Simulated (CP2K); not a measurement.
# AlRu under changes of volume

One of the cells (13.387 Å³/atom); the others are scaled copies at fixed shape and fractional positions:

```
Ru Al
1.0
     2.99160    0.00000    0.00000
     0.00000    2.99160    0.00000
     0.00000    0.00000    2.99160
Ru Al
1 1
Direct
  0.50000 0.50000 0.50000
  0.00000 0.00000 0.00000
```

| Item | Value |
| --- | --- |
| Program | CP2K 2026.2 |
| Functional | LDA |
| Potentials or basis | GTH_POTENTIALS Ru GTH-PADE-q16, Al GTH-PADE-q3; TZVP-MOLOPT-PBE-GTH basis |
| Density cutoff | 6123 eV |
| k mesh | 9 × 9 × 9 |
| Occupations | fermi-dirac, width 0.05 eV |
| Spin | no spin polarisation |

```tsv
volume (Å³/atom)	energy over the lowest point (meV/atom)	pressure (GPa)
12.584	?	?
12.851	0.00	-0.2
13.119	4.36	-4.8
13.387	16.11	-9.0
13.655	34.47	-12.8
13.922	58.74	-16.1
14.190	88.34	-19.1
```

Question: What does the run at 12.584 Å³/atom give?

Answer: Energy over the lowest point 3.87 meV/atom; pressure 5.0 GPa.

Worked out: A Birch-Murnaghan fit of order 3 (a polynomial in V^(-2/3)) to the other rows has its minimum at 12.84 Å³/atom, just outside them, with B0 = V·E''(V) = 238 GPa and B' = 4.3. It gives 3.89 meV/atom at 12.584 Å³/atom, against the run's 3.87, and -dE/dV = 5.0 GPa, against 5.0.

Energies are extrapolated to zero smearing.

Caveats: the basis of atomic orbitals isn't converged, which shifts pressures, moduli and gaps.
